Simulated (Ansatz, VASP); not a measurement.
**Two plane-wave programs on Li2S**

```
Li S
1.0
     0.00000    2.85282    2.85282
     2.85282    0.00000    2.85282
     2.85282    2.85282    0.00000
Li S
2 1
Direct
  0.25000 0.25000 0.25000
  0.75000 0.75000 0.75000
  0.00000 0.00000 0.00000
```

Alike in both runs: task relaxation of cell and atoms; functional LDA; k mesh 8 × 8 × 8; occupations gaussian, width 0.02 eV; no spin polarisation.

|  | VASP | Ansatz |
| --- | --- | --- |
| version | VASP 6.6.1 | Ansatz 0.2.0 |
| potentials or method | VASP PAW LDA potentials, release 64 (Li_sv, S) | scalar-relativistic, plane waves, PAW |
| plane-wave cutoff (eV) | 600 | 420 |
| valence electrons in the cell | 12 | 12 |

```tsv
	VASP	Ansatz	Ansatz less VASP
gap on the k mesh at the Fermi level, each at its own relaxed structure (eV)	3.11	3.12	+0.003
relaxed volume (Å³/atom)	14.33	14.38	+0.045
relaxed cell length with the largest relative difference (Å)	3.933	3.937	+0.0041
energy change over the relaxation (meV/atom)	-12	-11	+0.8
```

Caveats: the cutoff is under 1.25 times the usual one of these potentials, so pressure, stress and relaxed cells hold a basis-set (Pulay) error (VASP). Zero-point motion and thermal expansion aren't in these numbers. LDA usually gives volumes a few per cent too small.
